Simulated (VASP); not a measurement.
# BaS (Fm-3m) in VASP: further runs, part 2 of 3

VASP 6.6.1. Earlier steps stand in the parts before.

## Step 3: Single point, PBE (volume scaled by 1.03)

The input, INCAR:

```
ALGO = Normal ; EDIFF = 1E-6
ENCUT = 520 ; GGA = PE
ISIF = 2 ; ISMEAR = 0
LASPH = T ; LCHARG = T
LELF = T ; LREAL = F
LVHAR = T ; LWAVE = F
NBANDS = 15 ; NELM = 100
PREC = Accurate ; SIGMA = 0.02
```

The input, KPOINTS:

```
k-points
0
Gamma
  8 8 8
```

The input, POSCAR:

```
BaS
1.0
    0.0000000000      3.2462204208      3.2462204208
    3.2462204208      0.0000000000      3.2462204208
    3.2462204208      3.2462204208      0.0000000000
Ba S
1 1
Direct
    0.0000000000      0.0000000000      0.0000000000
    0.5000000000      0.5000000000      0.5000000000
```

Potentials or basis: VASP PAW PBE potentials, release 64 (Ba_sv, S).

Started as:

```
cat potpaw_PBE.64/Ba_sv/POTCAR potpaw_PBE.64/S/POTCAR > POTCAR
mpirun -np 1 vasp_std > vasp.out
```

OUTCAR:

```text
EDIFF = 1E-6
   ENCUT = 520
   GGA = PE
   ISIF = 2
   ISMEAR = 0
   LASPH = T
   LREAL = F
   NELM = 100
   PREC = Accurate

 ion  position               nearest neighbor table
   1  0.000  0.000  0.000-   2 3.25   2 3.25   2 3.25   2 3.25   2 3.25   2 3.25
   2  0.500  0.500  0.500-   1 3.25   1 3.25   1 3.25   1 3.25   1 3.25   1 3.25

  LATTYP: Found a face centered cubic cell.
 ALAT       =     6.4924408416

  Lattice vectors:

 A1 = (   0.0000000000,   3.2462204208,   3.2462204208)
 A2 = (   3.2462204208,   0.0000000000,   3.2462204208)
 A3 = (   3.2462204208,   3.2462204208,   0.0000000000)

Analysis of symmetry for initial positions (statically):
=====================================================================
 Subroutine PRICEL returns:
 Original cell was already a primitive cell.

 Routine SETGRP: Setting up the symmetry group for a
 face centered cubic supercell.

 Subroutine GETGRP returns: Found 48 space group operations
 (whereof 48 operations were pure point group operations)
 out of a pool of 48 trial point group operations.

The static configuration has the point symmetry O_h .

Analysis of symmetry for dynamics (positions and initial velocities):
=====================================================================
 Subroutine PRICEL returns:
 Original cell was already a primitive cell.

 Routine SETGRP: Setting up the symmetry group for a
 face centered cubic supercell.

 Subroutine GETGRP returns: Found 48 space group operations
 (whereof 48 operations were pure point group operations)
 out of a pool of 48 trial point group operations.

The dynamic configuration has the point symmetry O_h .

 Subroutine INISYM returns: Found 48 space group operations
 (whereof 48 operations are pure point group operations),
 and found     1 'primitive' translations

----------------------------------------------------------------------------------------

                                     Primitive cell

  volume of cell :      68.4170

  direct lattice vectors                    reciprocal lattice vectors
     0.000000000  3.246220421  3.246220421    -0.154025277  0.154025277  0.154025277
     3.246220421  0.000000000  3.246220421     0.154025277 -0.154025277  0.154025277
     3.246220421  3.246220421  0.000000000     0.154025277  0.154025277 -0.154025277

  length of vectors
     4.590848946  4.590848946  4.590848946     0.266779606  0.266779606  0.266779606

  position of ions in fractional coordinates (direct lattice)
     0.000000000  0.000000000  0.000000000
     0.500000000  0.500000000  0.500000000

  ion indices of the primitive-cell ions
   primitive index   ion index
                 1           1
                 2           2

----------------------------------------------------------------------------------------

 KPOINTS: k-points

Automatic generation of k-mesh.
 Grid dimensions read from file:
 generate k-points for:    8    8    8

 Generating k-lattice:

  Cartesian coordinates                     Fractional coordinates (reciprocal lattice)
    -0.019253160  0.019253160  0.019253160     0.125000000  0.000000000  0.000000000
     0.019253160 -0.019253160  0.019253160     0.000000000  0.125000000  0.000000000
     0.019253160  0.019253160 -0.019253160     0.000000000  0.000000000  0.125000000

  Length of vectors
     0.033347451  0.033347451  0.033347451

  Shift w.r.t. Gamma in fractional coordinates (k-lattice)
     0.000000000  0.000000000  0.000000000

 Subroutine IBZKPT returns following result:
 ===========================================

 Found     29 irreducible k-points:

 Following reciprocal coordinates:
            Coordinates               Weight
  0.000000  0.000000  0.000000      1.000000
  0.125000  0.000000  0.000000      8.000000
  0.250000  0.000000  0.000000      8.000000
  0.375000  0.000000  0.000000      8.000000
  0.500000  0.000000  0.000000      4.000000
  0.125000  0.125000  0.000000      6.000000
[... 16 lines left out ...]
  0.500000  0.250000  0.125000     48.000000
 -0.375000  0.250000  0.125000     24.000000
 [... further k-points ...]
   k-points           NKPTS =     29   k-points in BZ     NKDIM =     29   number of bands    NBANDS=     15
   number of dos      NEDOS =    301   number of ions     NIONS =      2
   total plane-waves  NPLWV =  46656
   dimension x,y,z NGX =    36 NGY =   36 NGZ =   36
   dimension x,y,z NGXF=    72 NGYF=   72 NGZF=   72
   ions per type =               1   1
   NGX,Y,Z   is equivalent  to a cutoff of  13.04, 13.04, 13.04 a.u.
   NGXF,Y,Z  is equivalent  to a cutoff of  26.07, 26.07, 26.07 a.u.
 SYSTEM =  unknown system
   PREC   = accura    normal or accurate (medium, high low for compatibility)
   ISTART =      0    job   : 0-new  1-cont  2-samecut
   ICHARG =      2    charge: 1-file 2-atom 10-const
   ISPIN  =      1    spin polarized calculation?
   LNONCOLLINEAR =      F non collinear calculations
   LSORBIT =      F    spin-orbit coupling
   LASPH  =      T    aspherical Exc in radial PAW
   ENCUT  =  520.0 eV  38.22 Ry    6.18 a.u.   8.54  8.54  8.54*2*pi/ulx,y,z
   NELM   =    100;   NELMIN=  2; NELMDL= -5     # of ELM steps
   EDIFF  = 0.1E-05   stopping-criterion for ELM
   LREAL  =      F    real-space projection
   EDIFFG = 0.1E-04   stopping-criterion for IOM
   NSW    =      0    number of steps for IOM
   IBRION =     -1    ionic relax: 0-MD 1-quasi-New 2-CG
   NFREE  =      0    steps in history (QN), initial steepest desc. (CG)
   ISIF   =      2    stress and relaxation
   ISYM   =      2    0-nonsym 1-usesym 2-fastsym
   POTIM  = 0.5000    time-step for ionic-motion
   TEBEG  =    0.0;   TEEND  =   0.0 temperature during run
   PSTRESS=    0.0 pullay stress
   NELECT =      16.0000    total number of electrons
   NUPDOWN=      -1.0000    fix difference up-down
   EMIN   =  10.00;   EMAX   =-10.00  energy-range for DOS
   EFERMI =   0.00;   METHOD = LEGACY
   ISMEAR =     0;   SIGMA  =   0.02  broadening in eV -4-tet -1-fermi 0-gaus
   EFERMI_NEDOS =   21; number of points for ismear=-14 and -15
   IALGO  =     38    algorithm
   IMIX   =      4    mixing-type and parameters
     AMIX     =   0.40;   BMIX     =  1.00
     AMIX_MAG =   1.60;   BMIX_MAG =  1.00
  volume/ion in A,a.u.               =      34.21       230.85
  Fermi-wavevector in a.u.,A,eV,Ry     =   1.008618  1.906012 13.841353  1.017311
  Thomas-Fermi vector in A             =   2.141496
   LORBIT       =      0    0 simple, 1 ext, 2 COOP (PROOUT), +10 PAW based schemes
   GGA     = PE    functional components
   LHFCALC =     F    Hartree Fock is set to
   AEXX    =    0.0000 exact exchange contribution
   IVDW    =     0    specifies the selected vdW correction
   LEPSILON=     F    determine dielectric tensor
   LRPA    =     F    only Hartree local field effects (RPA)
 non-spin polarized calculation
 Gauss-broadening in eV      SIGMA  =   0.02
  energy-cutoff  :      520.00
  volume of cell :       68.42
 maximum number of plane-waves:      1862
 NGX is ok and might be reduce to    36
   NGX = 17   NGY = 17   NGZ = 17

 number of electron      16.0000000 magnetization

 Free energy of the ion-electron system (eV)
  ---------------------------------------------------
  ext. energy  EPLUGINS =         0.00000000
  ---------------------------------------------------
  free energy    TOTEN  =       -10.19197768 eV

  energy without entropy =      -10.19197768  energy(sigma->0) =      -10.19197768

 E-fermi :   1.3993     XC(G=0):  -8.4246

 val. band max:        1.2078209772   @ k =   0.0000   0.0000   0.0000
 cond. band min:       3.3908678664   @ k =   0.5000   0.5000   0.0000
 fundamental gap:      2.1830468893
 Fermi energy:         1.3992847628

 k-point     1 :       0.0000    0.0000    0.0000
  band No.  band energies     occupation
      1     -25.0261      2.00000
      2     -10.0859      2.00000
      3     -10.0859      2.00000
      4     -10.0859      2.00000
      5      -9.0790      2.00000
      6       1.2078      2.00000
      7       1.2078      2.00000
      8       1.2078      2.00000
      9       4.5739      0.00000
     10       5.0646      0.00000
     11       5.0646      0.00000
     12       5.0646      0.00000
     13       5.9401      0.00000
     14       5.9401      0.00000
     15       9.8545      0.00000
[... 397 lines left out ...]
 k-point    24 :      -0.3750    0.2500    0.1250
  band No.  band energies     occupation
      1     -24.9860      2.00000
      2     -10.8358      2.00000
      3     -10.2473      2.00000
      4     -10.1732      2.00000
      5      -8.3038      2.00000
      6      -0.2020      2.00000
      7       0.3981      2.00000
      8       0.4553      2.00000
      9       5.8190      0.00000
     10       5.9827      0.00000
     11       7.6572      0.00000
     12       7.8219      0.00000
     13       8.7756      0.00000
     14       9.6936      0.00000
     15      10.2446      0.00000

 [... further k-points ...]
[... 5 lines left out ...]
  --------------------------------------------------------------------------------------
  -------------------------------------------------------------------------------------
  Total       -0.2861813     -0.2861813     -0.2861813     -0.0000000      0.0000000     -0.0000000
  in kB       -6.7017443     -6.7017443     -6.7017443     -0.0000000      0.0000000     -0.0000000
  external PRESSURE =      -6.7017443 kB  Pullay stress =       0.0000000 kB

 VOLUME and BASIS-vectors are now :
 -----------------------------------------------------------------------------
  energy-cutoff  :      520.00
  volume of cell :       68.42
      direct lattice vectors                 reciprocal lattice vectors
     0.000000000  3.246220421  3.246220421    -0.154025277  0.154025277  0.154025277
     3.246220421  0.000000000  3.246220421     0.154025277 -0.154025277  0.154025277
     3.246220421  3.246220421  0.000000000     0.154025277  0.154025277 -0.154025277

 POSITION                                       TOTAL-FORCE (eV/Angst)
 -----------------------------------------------------------------------------------
      0.00000      0.00000      0.00000         0.000000     -0.000000     -0.000000
      3.24622      3.24622      3.24622        -0.000000      0.000000      0.000000
 -----------------------------------------------------------------------------------
    total drift:                                0.000000      0.000000      0.000000

  FREE ENERGIE OF THE ION-ELECTRON SYSTEM (eV)
  ---------------------------------------------------
  free  energy   TOTEN  =       -10.1919776796 eV

  energy  without entropy=      -10.1919776796  energy(sigma->0) =      -10.19197768
```

OSZICAR:

```text
N       E                     dE             d eps       ncg     rms          rms(c)
DAV:   1     0.843685631774E+02    0.84369E+02   -0.67456E+03   870   0.919E+02
DAV:   2    -0.539820602465E+01   -0.89767E+02   -0.81355E+02  1195   0.168E+02
DAV:   3    -0.105942320644E+02   -0.51960E+01   -0.51542E+01  1206   0.429E+01
DAV:   4    -0.106900023652E+02   -0.95770E-01   -0.95753E-01  1089   0.591E+00
DAV:   5    -0.106918101084E+02   -0.18077E-02   -0.18077E-02  1211   0.675E-01    0.454E+00
DAV:   6    -0.101718611296E+02    0.51995E+00   -0.71418E-01  1010   0.505E+00    0.307E+00
DAV:   7    -0.101756026138E+02   -0.37415E-02   -0.18913E-01  1067   0.241E+00    0.207E+00
DAV:   8    -0.101899696028E+02   -0.14367E-01   -0.24865E-02   961   0.112E+00    0.196E-01
DAV:   9    -0.101909485347E+02   -0.97893E-03   -0.34614E-03  1129   0.432E-01    0.183E-01
DAV:  10    -0.101918515286E+02   -0.90299E-03   -0.10319E-03   947   0.206E-01    0.464E-02
DAV:  11    -0.101919738234E+02   -0.12229E-03   -0.15497E-04  1094   0.742E-02    0.162E-02
DAV:  12    -0.101919779050E+02   -0.40816E-05   -0.87129E-06   996   0.193E-02    0.303E-03
DAV:  13    -0.101919776796E+02    0.22539E-06   -0.60938E-07   920   0.527E-03
   1 F= -.10191978E+02 E0= -.10191978E+02  d E =-.104459E-43
```

stdout:

```text
POSCAR found type information on POSCAR BaS
 POSCAR found :  2 types and       2 ions
 scaLAPACK will be used
 LDA part: xc-table for (Slater+PW92), standard interpolation
 POSCAR, INCAR and KPOINTS ok, starting setup
 FFT: planning ... GRIDC
 FFT: planning ... GRID_SOFT
 FFT: planning ... GRID
 WAVECAR not read
 entering main loop
```

Wall time 15 s (1 thread of Intel Xeon 6975P-C (Granite Rapids), shared host); peak memory 0.21 GiB.

Results:

| Property | Result |
| --- | --- |
| Free energy | -10.1920 eV |
| Pressure | -0.7 GPa |
| Band gap on the k mesh | 2.18 eV, indirect (least direct gap 2.34 eV) |

Caveat: spin-orbit coupling is left out, which moves the levels of the heavy elements. A k mesh can miss the band edges.

## Step 4: Single point, PBE (volume scaled by 1.06)

The input, INCAR:

```
ALGO = Normal ; EDIFF = 1E-6
ENCUT = 520 ; GGA = PE
ISIF = 2 ; ISMEAR = 0
LASPH = T ; LCHARG = F
LREAL = F ; LWAVE = F
NBANDS = 15 ; NELM = 80
PREC = Accurate ; SIGMA = 0.02
```

KPOINTS is that of step 3.

The input, POSCAR:

```
BaS
1.0
    0.0000000000      3.2774359936      3.2774359936
    3.2774359936      0.0000000000      3.2774359936
    3.2774359936      3.2774359936      0.0000000000
Ba S
1 1
Direct
    0.0000000000      0.0000000000      0.0000000000
    0.5000000000      0.5000000000      0.5000000000
```

Potentials or basis: VASP PAW PBE potentials, release 64 (Ba_sv, S).

Started as:

```
cat potpaw_PBE.64/Ba_sv/POTCAR potpaw_PBE.64/S/POTCAR > POTCAR
mpirun -np 1 vasp_std > vasp.out
```

OUTCAR:

```text
EDIFF = 1E-6
   ENCUT = 520
   GGA = PE
   ISIF = 2
   ISMEAR = 0
   LASPH = T
   LREAL = F
   NELM = 80
   PREC = Accurate

 ion  position               nearest neighbor table
   1  0.000  0.000  0.000-   2 3.28   2 3.28   2 3.28   2 3.28   2 3.28   2 3.28
   2  0.500  0.500  0.500-   1 3.28   1 3.28   1 3.28   1 3.28   1 3.28   1 3.28

  LATTYP: Found a face centered cubic cell.
 ALAT       =     6.5548719872

  Lattice vectors:

 A1 = (   0.0000000000,   3.2774359936,   3.2774359936)
 A2 = (   3.2774359936,   0.0000000000,   3.2774359936)
 A3 = (   3.2774359936,   3.2774359936,   0.0000000000)

Analysis of symmetry for initial positions (statically):
=====================================================================
 Subroutine PRICEL returns:
 Original cell was already a primitive cell.

 Routine SETGRP: Setting up the symmetry group for a
 face centered cubic supercell.

 Subroutine GETGRP returns: Found 48 space group operations
 (whereof 48 operations were pure point group operations)
 out of a pool of 48 trial point group operations.

The static configuration has the point symmetry O_h .

Analysis of symmetry for dynamics (positions and initial velocities):
=====================================================================
 Subroutine PRICEL returns:
 Original cell was already a primitive cell.

 Routine SETGRP: Setting up the symmetry group for a
 face centered cubic supercell.

 Subroutine GETGRP returns: Found 48 space group operations
 (whereof 48 operations were pure point group operations)
 out of a pool of 48 trial point group operations.

The dynamic configuration has the point symmetry O_h .

 Subroutine INISYM returns: Found 48 space group operations
 (whereof 48 operations are pure point group operations),
 and found     1 'primitive' translations

----------------------------------------------------------------------------------------

                                     Primitive cell

[... 115 lines left out ...]
   GGA     = PE    functional components
   LHFCALC =     F    Hartree Fock is set to
   AEXX    =    0.0000 exact exchange contribution
   IVDW    =     0    specifies the selected vdW correction
   LEPSILON=     F    determine dielectric tensor
   LRPA    =     F    only Hartree local field effects (RPA)
 non-spin polarized calculation
 Gauss-broadening in eV      SIGMA  =   0.02
  energy-cutoff  :      520.00
  volume of cell :       70.41
 maximum number of plane-waves:      1924
 NGX is ok and might be reduce to    36
   NGX = 17   NGY = 17   NGZ = 17

 number of electron      15.9999998 magnetization

 Free energy of the ion-electron system (eV)
  ---------------------------------------------------
  ext. energy  EPLUGINS =         0.00000000
  ---------------------------------------------------
  free energy    TOTEN  =       -10.17731768 eV

  energy without entropy =      -10.17731768  energy(sigma->0) =      -10.17731768

 E-fermi :   1.1901     XC(G=0):  -8.3082

 val. band max:        1.0707876067   @ k =   0.0000   0.0000   0.0000
 cond. band min:       3.2919193060   @ k =   0.5000   0.5000   0.0000
 fundamental gap:      2.2211316993
 Fermi energy:         1.1901086446

 k-point     1 :       0.0000    0.0000    0.0000
  band No.  band energies     occupation
      1     -25.2611      2.00000
      2     -10.3222      2.00000
      3     -10.3222      2.00000
      4     -10.3222      2.00000
      5      -9.1747      2.00000
      6       1.0708      2.00000
      7       1.0708      2.00000
      8       1.0708      2.00000
      9       4.3051      0.00000
     10       4.9153      0.00000
     11       4.9153      0.00000
     12       4.9153      0.00000
     13       5.7622      0.00000
     14       5.7622      0.00000
[... 401 lines left out ...]
      2     -10.9796      2.00000
      3     -10.4668      2.00000
      4     -10.4005      2.00000
      5      -8.4857      2.00000
      6      -0.2981      2.00000
      7       0.2920      2.00000
      8       0.3380      2.00000
      9       5.6319      0.00000
     10       5.7873      0.00000
     11       7.3979      0.00000
     12       7.5256      0.00000
     13       8.4764      0.00000
     14       9.3915      0.00000
     15       9.8758      0.00000

 [... further k-points ...]
[... 5 lines left out ...]
  --------------------------------------------------------------------------------------
  -------------------------------------------------------------------------------------
  Total       -0.7473557     -0.7473557     -0.7473557      0.0000000      0.0000000      0.0000000
  in kB      -17.0061224    -17.0061224    -17.0061224      0.0000000      0.0000000      0.0000000
  external PRESSURE =     -17.0061224 kB  Pullay stress =       0.0000000 kB

 VOLUME and BASIS-vectors are now :
 -----------------------------------------------------------------------------
  energy-cutoff  :      520.00
  volume of cell :       70.41
      direct lattice vectors                 reciprocal lattice vectors
     0.000000000  3.277435994  3.277435994    -0.152558281  0.152558281  0.152558281
     3.277435994  0.000000000  3.277435994     0.152558281 -0.152558281  0.152558281
     3.277435994  3.277435994  0.000000000     0.152558281  0.152558281 -0.152558281

 POSITION                                       TOTAL-FORCE (eV/Angst)
 -----------------------------------------------------------------------------------
      0.00000      0.00000      0.00000         0.000000     -0.000000      0.000000
      3.27744      3.27744      3.27744        -0.000000      0.000000     -0.000000
 -----------------------------------------------------------------------------------
    total drift:                                0.000000      0.000000      0.000000

  FREE ENERGIE OF THE ION-ELECTRON SYSTEM (eV)
  ---------------------------------------------------
  free  energy   TOTEN  =       -10.1773176811 eV

  energy  without entropy=      -10.1773176811  energy(sigma->0) =      -10.17731768
```

stdout:

```text
POSCAR found type information on POSCAR BaS
 POSCAR found :  2 types and       2 ions
 scaLAPACK will be used
 LDA part: xc-table for (Slater+PW92), standard interpolation
 POSCAR, INCAR and KPOINTS ok, starting setup
 FFT: planning ... GRIDC
 FFT: planning ... GRID_SOFT
 FFT: planning ... GRID
 WAVECAR not read
 entering main loop
```

It took 13 s on 1 thread of Intel Xeon 6975P-C (Granite Rapids), shared host; peak memory 0.21 GiB.

What came out:

```
Free energy            : -10.1773 eV
Pressure               : -1.7 GPa
Band gap on the k mesh : 2.22 eV, indirect (least direct gap 2.39 eV)
```

Caveat: spin-orbit coupling is left out, which moves the levels of the heavy elements.

(Part 2 of 3 ends here.)
